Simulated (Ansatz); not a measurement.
# Al(110) / 3 layers Pt(110) / Al(110): resistance against film thickness

Wanted: interface resistance and thickness dependence for Al(110) / 3 layers Pt(110) / Al(110).

Main program and level: Ansatz 0.2.0; Ansatz plane-wave DFT, PBE, PAW files; ballistic transport by layer matching (Landauer), zero bias; PAW set soft_1.

Report form: the programs' logs are mostly left out.

**1. The structure**

The cell holds 16 atoms: 13 Al and 3 Pt. Cell: a = 2.862 Å, b = 4.048 Å, c = 22.510 Å, α = 90.0°, β = 90.0°, γ = 90.0°. It derives from Al and Pt. Regions: lead, 13 atoms (13 Al); films, 3 atoms (3 Pt). The structure is stacked along c, and the current runs across the ab planes.

**2. With 3 layers**

The film is laid into the lead at the lead's in-plane lattice, and the cell closes on the lead's own image. The mesh across the current, 26×18, is finer than the density's, because channels open and close sharply across the zone. Energies from -1 to 1 eV in steps of 0.036 eV cover the slope of the Fermi function at 300 K, so the program can form a conductance.

input.yaml reads:

```yaml
crystal:
  lattice:
    - [2.862347037, 0.0, 0.0]
    - [0.0, 4.04797, 0.0]
    - [0.0, 0.0, 22.5096891234]
  atoms:
    - { symbol: Al, position: [0.0, 0.0, 0.0317901662] }
    - { symbol: Al, position: [0.5, 0.5, 0.0953704987] }
    - { symbol: Al, position: [0.0, 0.0, 0.1589508312] }
    - { symbol: Al, position: [0.5, 0.5, 0.2225311637] }
    - { symbol: Al, position: [0.0, 0.0, 0.2861114962] }
    - { symbol: Al, position: [0.5, 0.5, 0.3496918286] }
    - { symbol: Pt, position: [0.0, 0.0, 0.4103912745] }
    - { symbol: Pt, position: [0.5, 0.5, 0.4682098338] }
    - { symbol: Pt, position: [0.0, 0.0, 0.526028393] }
    - { symbol: Al, position: [0.5, 0.5, 0.5867278389] }
    - { symbol: Al, position: [0.0, 0.0, 0.6503081714] }
    - { symbol: Al, position: [0.5, 0.5, 0.7138885038] }
    - { symbol: Al, position: [0.0, 0.0, 0.7774688363] }
    - { symbol: Al, position: [0.5, 0.5, 0.8410491688] }
    - { symbol: Al, position: [0.0, 0.0, 0.9046295013] }
    - { symbol: Al, position: [0.5, 0.5, 0.9682098338] }
kpoints:
  mp_grid: { grid: [13, 9, 2] }
hamiltonian:
  xc: pbe
  pseudopotentials: { kind: paw, azcp: { folder: soft_1 } }
scf:
  occupations: { method: fermi_dirac, width: 0.1 }
output:
  transmission: { leads: [[0, 1]], kmesh: [26, 18], e_range: [-1.0, 1.0], de: 0.036 }
  write_potential: true
  write_density: true
  volumetric_format: npy
  elf: true
```

On the command line:

```
$ ansatz run input.yaml --threads 4 --pin off --max-ram 8192MiB --backend cpu --events-out ev --progress --plain --runs-dir out
```

It took 4.9 min on 4 threads of Intel Xeon Platinum 8488C (Sapphire Rapids), shared host; peak memory 1.2 GiB.

This step gave:

```yaml
free_energy: -44564.0844 eV
energy_at_zero_smearing: -44563.9634 eV
fermi_energy: 10.57 eV
cell_area: 11.59 Å²
step_of_the_lead_s_potential: 6.3 meV
ballistic_conductance_of_the_lead: 1.45e15 S/m²
estimated_errors_of_the_lead_s_conductance: 0, 7, 0.1 % (band edges, k-mesh, distance from neutral)
lead_conductance_per_cell: 2.174 G₀
conductance_of_the_junction: 5.19e14 S/m²
junction_conductance_per_cell: 0.7762 G₀
estimated_errors_of_the_junction_s_conductance: 0.1, 0.1, 7.7, 2.6, 0.5 % (energy step, band edges, k-mesh, leads' steps, distance from neutral)
area_resistance_that_the_stack_adds_contact_term_taken_off_spin_by_spin: 1.239 fΩ m²
```

Per spin. The transmission, zone mean by energy, zero at the Fermi level:

```
energy (eV)  transmission, zone mean
     -1.000                    0.800
     -0.928                    0.782
     -0.856                    0.782
     -0.784                    0.754
     -0.712                    0.753
     -0.676                    0.755
     -0.604                    0.743
     -0.532                    0.732
     -0.460                    0.710
     -0.388                    0.697
     -0.316                    0.697
     -0.244                    0.678
     -0.172                    0.682
     -0.100                    0.736
     -0.028                    0.767
      0.008                    0.791
      0.080                    0.803
      0.152                    0.829
      0.224                    0.835
      0.296                    0.873
      0.368                    0.888
      0.440                    0.898
      0.512                    0.914
      0.584                    0.911
      0.656                    0.937
      0.692                    0.938
      0.764                    0.948
      0.836                    0.974
      0.908                    0.997
      0.980                     1.02
```

Per spin. The open channels, zone mean, lead by energy, zero at the Fermi level:

```
energy (eV)  open channels, zone mean, lead
     -1.000                            2.06
     -0.892                            2.12
     -0.820                            2.10
     -0.712                            2.11
     -0.640                            2.10
     -0.532                            2.07
     -0.424                            2.07
     -0.352                            2.05
     -0.244                            2.06
     -0.136                            2.01
     -0.064                            2.13
      0.008                            2.19
      0.044                            2.16
      0.116                            2.22
      0.224                            2.37
      0.332                            2.37
      0.404                            2.37
      0.512                            2.33
      0.620                            2.29
      0.692                            2.37
      0.800                            2.41
      0.872                            2.49
      0.980                            2.44
```

Transmission over k1 and k2. At 0.0080 eV from the Fermi level.

Ten even steps from '_' (0.00) to '@' (1.69):
```
______--==++**##%%%%%%##--::--##%%%%%%##**++==--____
__%%**--++==##%%@@%%%%##########%%%%@@%%##==++--**%%
__%%++--..====####%%%%##++++++##%%%%####====..--++%%
--::==....__++**++++####**++**####++++**++__....==::
==::::..::____++++====**##**##**====++++____::..::::
==--==..::..____========######========____..::..==--
----++==--::____========##@@##========____::--==++--
@@%%##++++--____++++__..==##==..__++++____--++++##%%
######++++++__++==------++%%++------==++__++++++####
@@%%##++++--____++++__..==##==..__++++____--++++##%%
----++==--::____========##@@##========____::--==++--
==--==..::..____========######========____..::..==--
==::::..::____++++====**##**##**====++++____::..::::
--::==....__++**++++####**++**####++++**++__....==::
__%%++--..====####%%%%##++++++##%%%%####====..--++%%
__%%**--++==##%%@@%%%%##########%%%%@@%%##==++--**%%
______--==++**##%%%%%%##--::--##%%%%%%##**++==--____
__________++**######%%--..__..--%%######**++________
```
Columns: k1 (b1) from -0.5 to 0.462; rows upwards: k2 (b2) from -0.5 to 0.444.

Open channels over k1 and k2. At 0.0080 eV from the Fermi level.

Ten even steps from '0' (0.00) to '9' (4.00):
```
50055975555555555555795500
09955275555555555555725599
09992225555555555555222999
95977227555555555557227795
95977227555555555557227795
99277722555555555552277729
57727722555777775552277277
55772725722777772275272775
55577755777777777775577755
55772725722777772275272775
57727722555777775552277277
99277722555555555552277729
95977227555555555557227795
95977227555555555557227795
09992225555555555555222999
09955275555555555555725599
50055975555555555555795500
00000955555555555555590000
```
Columns: k1 (b1) from -0.5 to 0.462; rows upwards: k2 (b2) from -0.5 to 0.444.

ELF in the ca plane at fractional y = 0.000, with atoms of Al and Pt within 0.2 Å of it. It is the smooth field of the valence electrons, not physical close to the nuclei.

Ten even steps from '0' (0.07) to '9' (0.63), each cell a mean:
```
00179981002889710038647999634799974682001798
33576675336767753356446787433578754565336766
89864458997534799864333444212344433346898643
99753247997423689852223333211233322225898532
99853357997433699853223333211233332235898533
66775567677655786665434665322466643456678755
00378873004878720047547888633688864673003787
25179980431899605139647998644789874692241799
```
Columns run along c (16.0 Å, from fractional 0.02 to 0.74 of the cell), rows up along a (2.9 Å). Atoms in or near the plane, at fractional coordinates: Al at (0.03, 0.00), Al at (0.16, 0.00), Al at (0.29, 0.00), Pt at (0.41, 0.00), Pt at (0.53, 0.00), Al at (0.65, 0.00).

Valence density in the ca plane at fractional y = 0.000, with atoms of Al and Pt within 0.2 Å of it. It is the smooth field of the valence electrons, not physical close to the nuclei.

Ten steps, logarithmic in the rise over the least value, from '0' (0 e/Å³) to '9' (11 e/Å³), each cell a mean:
```
00111111001111100011247998634699963211001111
11111111111111111111135787423578742111111111
11111111111111111111113444211244421111111111
11110011111100111110012222111122211001111100
11111011111101111111112333211233321111111100
11111111111111111111124665322456532111111111
00111111001111110011236898533689863211001111
00011110001111100012247999644799973211000111
```
Columns run along c (16.0 Å, from fractional 0.02 to 0.74 of the cell), rows up along a (2.9 Å). Atoms in or near the plane, at fractional coordinates: Al at (0.03, 0.00), Al at (0.16, 0.00), Al at (0.29, 0.00), Pt at (0.41, 0.00), Pt at (0.53, 0.00), Al at (0.65, 0.00).

Electrostatic potential energy in the ca plane at fractional y = 0.000, with atoms of Al and Pt within 0.2 Å of it. With pseudopotentials it is smooth inside the atoms' cores, unlike the true potential.

Values in eV, 5 rows by 16 columns, each cell a mean:
```
  3   5   1   2   7   0   1   7 -42 -27  -9 -51  -2   1   1   7
  1  10   7   2  11   6   4  12  -2   3   9  -6  10   7   3  11
  9  12  11   9  12  10   9  13  10  11  13   9  13  11   9  12
 -3   9   4  -2  10   2   0  10 -16  -6   4 -23   7   4  -2  10
  8   3   1   6   6   2   4   5 -47 -32 -13 -55  -6   2   5   6
```
Columns run along c (16.0 Å, from fractional 0.02 to 0.74 of the cell; values clipped at the 3rd and 97th percentile), rows up along a (2.9 Å). Atoms in or near the plane, at fractional coordinates: Al at (0.03, 0.00), Al at (0.16, 0.00), Al at (0.29, 0.00), Pt at (0.41, 0.00), Pt at (0.53, 0.00), Al at (0.65, 0.00).

The lead's potential steps by 6.3 meV from period to period, small in itself. The program estimates the junction's conductance to 7.7 % from the k-mesh, 0.5 % from the leads' distance from neutral and 2.6 % from their steps.

By hand: 1/G − 1/G_lead = 1/0.5190 − 1/1.454 = 1.24 fΩ m² with G in 10¹⁵ S/m².

**3. With 5 layers, k-mesh 13×9×1, film layers 5**

The stack now holds 5 film layers; the k-mesh follows the cell, and the energies span -0.27 to 0.27 eV.

System of this step: Al(110) / 5 layers Pt(110) / Al(110). The cell holds 18 atoms: 13 Al and 5 Pt. Cell: a = 2.862 Å, b = 4.048 Å, c = 25.113 Å, α = 90.0°, β = 90.0°, γ = 90.0°. It derives from Al and Pt. Regions: lead, 13 atoms (13 Al); films, 5 atoms (5 Pt). The structure is stacked along c, and the current runs across the ab planes.

input.yaml reads:

```yaml
crystal:
  lattice:
    - [2.862347037, 0.0, 0.0]
    - [0.0, 4.04797, 0.0]
    - [0.0, 0.0, 25.1126447119]
  atoms:
    - { symbol: Al, position: [0.0, 0.0, 0.0284950776] }
    - { symbol: Al, position: [0.5, 0.5, 0.0854852327] }
    - { symbol: Al, position: [0.0, 0.0, 0.1424753879] }
    - { symbol: Al, position: [0.5, 0.5, 0.199465543] }
    - { symbol: Al, position: [0.0, 0.0, 0.2564556982] }
    - { symbol: Al, position: [0.5, 0.5, 0.3134458534] }
    - { symbol: Pt, position: [0.0, 0.0, 0.3678537292] }
    - { symbol: Pt, position: [0.5, 0.5, 0.4196793258] }
    - { symbol: Pt, position: [0.0, 0.0, 0.4715049224] }
    - { symbol: Pt, position: [0.5, 0.5, 0.523330519] }
    - { symbol: Pt, position: [0.0, 0.0, 0.5751561156] }
    - { symbol: Al, position: [0.5, 0.5, 0.6295639915] }
    - { symbol: Al, position: [0.0, 0.0, 0.6865541466] }
    - { symbol: Al, position: [0.5, 0.5, 0.7435443018] }
    - { symbol: Al, position: [0.0, 0.0, 0.800534457] }
    - { symbol: Al, position: [0.5, 0.5, 0.8575246121] }
    - { symbol: Al, position: [0.0, 0.0, 0.9145147673] }
    - { symbol: Al, position: [0.5, 0.5, 0.9715049224] }
kpoints:
  mp_grid: { grid: [13, 9, 1] }
hamiltonian:
  xc: pbe
  pseudopotentials: { kind: paw, azcp: { folder: soft_1 } }
scf:
  occupations: { method: fermi_dirac, width: 0.1 }
output:
  transmission:
    leads: [[0, 1]]
    kmesh: [26, 18]
    e_range: [-0.27, 0.27]
    de: 0.036
  write_potential: true
  write_density: true
  volumetric_format: npy
```

Wall time 2.5 min (4 threads); peak memory 1.2 GiB; 8.7 min of CPU time.

This step gave:

```yaml
free_energy: -69613.2973 eV
energy_at_zero_smearing: -69613.1107 eV
fermi_energy: 11.88 eV
step_of_the_lead_s_potential: 9.1 meV
estimated_errors_of_the_lead_s_conductance: 0, 6.9, 0.1 % (band edges, k-mesh, distance from neutral)
conductance_of_the_junction: 5.14e14 S/m²
junction_conductance_per_cell: 0.7685 G₀
estimated_errors_of_the_junction_s_conductance: 0.5, 0, 9, 5.9, 0 % (energy step, band edges, k-mesh, leads' steps, distance from neutral)
area_resistance_that_the_stack_adds_contact_term_taken_off_spin_by_spin: 1.258 fΩ m²
```

Per spin. Transmission, zone mean against energy, zero at the Fermi level:

```csv
energy (eV),"transmission, zone mean"
-0.270,0.702
-0.234,0.712
-0.198,0.719
-0.162,0.697
-0.126,0.691
-0.090,0.752
-0.054,0.761
-0.018,0.784
0.018,0.770
0.054,0.766
0.090,0.779
0.126,0.773
0.162,0.783
0.198,0.763
0.234,0.802
0.270,0.815
```

The conductance of the junction is 5.1e14 S/m², 0.99 % under the 5.2e14 S/m² of the last finished run, within the error estimates, leads' steps apart, of 7.7 and 9 %.

**4. With 6 layers, k-mesh 13×9×1, film layers 6**

The stack now holds 6 film layers; the k-mesh follows the cell, and the energies span -0.27 to 0.27 eV.

System of this step: Al(110) / 6 layers Pt(110) / Al(110). The cell holds 18 atoms: 12 Al and 6 Pt. Cell: a = 2.862 Å, b = 4.048 Å, c = 24.983 Å, α = 90.0°, β = 90.0°, γ = 90.0°. It derives from Al and Pt. Regions: lead, 12 atoms (12 Al); films, 6 atoms (6 Pt). The structure is stacked along c, and the current runs across the ab planes.

input.yaml, the sections that differ from step 3:

```yaml
crystal:
  lattice:
    - [2.862347037, 0.0, 0.0]
    - [0.0, 4.04797, 0.0]
    - [0.0, 0.0, 24.9829489876]
  atoms:
    - { symbol: Al, position: [0.0, 0.0, 0.0286430061] }
    - { symbol: Al, position: [0.5, 0.5, 0.0859290182] }
    - { symbol: Al, position: [0.0, 0.0, 0.1432150303] }
    - { symbol: Al, position: [0.5, 0.5, 0.2005010424] }
    - { symbol: Al, position: [0.0, 0.0, 0.2577870545] }
    - { symbol: Al, position: [0.5, 0.5, 0.3150730667] }
    - { symbol: Pt, position: [0.0, 0.0, 0.3697633939] }
    - { symbol: Pt, position: [0.5, 0.5, 0.4218580364] }
    - { symbol: Pt, position: [0.0, 0.0, 0.4739526788] }
    - { symbol: Pt, position: [0.5, 0.5, 0.5260473212] }
    - { symbol: Pt, position: [0.0, 0.0, 0.5781419636] }
    - { symbol: Pt, position: [0.5, 0.5, 0.6302366061] }
    - { symbol: Al, position: [0.0, 0.0, 0.6849269333] }
    - { symbol: Al, position: [0.5, 0.5, 0.7422129455] }
    - { symbol: Al, position: [0.0, 0.0, 0.7994989576] }
    - { symbol: Al, position: [0.5, 0.5, 0.8567849697] }
    - { symbol: Al, position: [0.0, 0.0, 0.9140709818] }
    - { symbol: Al, position: [0.5, 0.5, 0.9713569939] }
# kpoints, hamiltonian, scf, output: as in step 3
```

The job ended after 2.5 min (4 threads; peak memory 1.3 GiB; 9 min of CPU time).

This step gave:

```
free energy                                                                : -81600.4916 eV
energy at zero smearing                                                    : -81600.2973 eV
Fermi energy                                                               : 12.74 eV
step of the lead's potential                                               : 7.6 meV
ballistic conductance of the lead                                          : 1.46e15 S/m²
estimated errors of the lead's conductance                                 : 0, 7.1, 0 % (band edges, k-mesh, distance from neutral)
lead conductance per cell                                                  : 2.177 G₀
conductance of the junction                                                : 4.65e14 S/m²
junction conductance per cell                                              : 0.6947 G₀
estimated errors of the junction's conductance                             : 0.6, 0.3, 9, 5.4, 0.8 % (energy step, band edges, k-mesh, leads' steps, distance from neutral)
area resistance that the stack adds (contact term taken off, spin by spin) : 1.466 fΩ m²
```

Per spin. Table of transmission, zone mean by energy, zero at the Fermi level:

| energy (eV) | transmission, zone mean |
| --- | --- |
| -0.270 | 0.620 |
| -0.234 | 0.578 |
| -0.198 | 0.604 |
| -0.162 | 0.622 |
| -0.126 | 0.607 |
| -0.090 | 0.632 |
| -0.054 | 0.666 |
| -0.018 | 0.701 |
| 0.018 | 0.692 |
| 0.054 | 0.712 |
| 0.090 | 0.745 |
| 0.126 | 0.746 |
| 0.162 | 0.756 |
| 0.198 | 0.778 |
| 0.234 | 0.803 |
| 0.270 | 0.815 |

The conductance of the junction is 4.6e14 S/m², 9.6 % under the 5.1e14 S/m² of the last finished run, no more than the error estimates, leads' steps apart, of 9 and 9 % together.

**5. With 8 layers, k-mesh 13×9×1, film layers 8**

The stack now holds 8 film layers; the k-mesh follows the cell, and the energies span -0.27 to 0.27 eV.

System of this step: Al(110) / 8 layers Pt(110) / Al(110). The cell holds 20 atoms: 12 Al and 8 Pt. Its edges and angles: a = 2.862 Å, b = 4.048 Å, c = 27.586 Å, α = 90.0°, β = 90.0°, γ = 90.0°. It derives from Al and Pt. Regions: lead, 12 atoms (12 Al); films, 8 atoms (8 Pt). The structure is stacked along c, and the current runs across the ab planes.

input.yaml, the sections that differ from step 4:

```yaml
crystal:
  lattice:
    - [2.862347037, 0.0, 0.0]
    - [0.0, 4.04797, 0.0]
    - [0.0, 0.0, 27.585904576]
  atoms:
    - { symbol: Al, position: [0.0, 0.0, 0.0259403043] }
    - { symbol: Al, position: [0.5, 0.5, 0.0778209129] }
    - { symbol: Al, position: [0.0, 0.0, 0.1297015215] }
    - { symbol: Al, position: [0.5, 0.5, 0.1815821301] }
    - { symbol: Al, position: [0.0, 0.0, 0.2334627388] }
    - { symbol: Al, position: [0.5, 0.5, 0.2853433474] }
    - { symbol: Pt, position: [0.0, 0.0, 0.3348731952] }
    - { symbol: Pt, position: [0.5, 0.5, 0.3820522823] }
    - { symbol: Pt, position: [0.0, 0.0, 0.4292313694] }
    - { symbol: Pt, position: [0.5, 0.5, 0.4764104565] }
    - { symbol: Pt, position: [0.0, 0.0, 0.5235895435] }
    - { symbol: Pt, position: [0.5, 0.5, 0.5707686306] }
    - { symbol: Pt, position: [0.0, 0.0, 0.6179477177] }
    - { symbol: Pt, position: [0.5, 0.5, 0.6651268048] }
    - { symbol: Al, position: [0.0, 0.0, 0.7146566526] }
    - { symbol: Al, position: [0.5, 0.5, 0.7665372612] }
    - { symbol: Al, position: [0.0, 0.0, 0.8184178699] }
    - { symbol: Al, position: [0.5, 0.5, 0.8702984785] }
    - { symbol: Al, position: [0.0, 0.0, 0.9221790871] }
    - { symbol: Al, position: [0.5, 0.5, 0.9740596957] }
# kpoints, hamiltonian, scf, output: as in step 4
```

Wall time 3.1 min (4 threads); peak memory 1.5 GiB; 11 min of CPU time.

Numbers from this step:

| Quantity | Value |
| --- | --- |
| free energy | -106649.7724 eV |
| energy at zero smearing | -106649.5264 eV |
| Fermi energy | 13.71 eV |
| step of the lead's potential | 6.2 meV |
| ballistic conductance of the lead | 1.45e15 S/m² |
| estimated errors of the lead's conductance | 0, 7, 0.4 % (band edges, k-mesh, distance from neutral) |
| lead conductance per cell | 2.168 G₀ |
| conductance of the junction | 4.04e14 S/m² |
| junction conductance per cell | 0.6036 G₀ |
| estimated errors of the junction's conductance | 0.3, 0, 11.2, 34, 6.1 % (energy step, band edges, k-mesh, leads' steps, distance from neutral) |
| area resistance that the stack adds (contact term taken off, spin by spin) | 1.788 fΩ m² |

Per spin. Table of transmission, zone mean by energy, zero at the Fermi level:

```
energy (eV)  transmission, zone mean
     -0.270                    0.664
     -0.234                    0.651
     -0.198                    0.604
     -0.162                    0.570
     -0.126                    0.559
     -0.090                    0.554
     -0.054                    0.583
     -0.018                    0.557
      0.018                    0.615
      0.054                    0.672
      0.090                    0.718
      0.126                    0.774
      0.162                    0.774
      0.198                    0.753
      0.234                    0.765
      0.270                    0.789
```

The conductance of the junction is 4.0e14 S/m², 13 % under the 4.6e14 S/m² of the last finished run, no more than the error estimates, leads' steps apart, of 9 and 11 % together. The estimate from the leads' steps, 34 %, is larger still.

(Part 1 of 2 ends here.)

[Logs are printed without paths, hosts, clocks, repeated set-up lines and the standing remarks that a program may print on its own settings, such as how far it seeks lower states.]

[Hosts, paths, dates, database ids (printed as entryN), source tags and the programs' standing remarks are cut or masked in the printed files.]
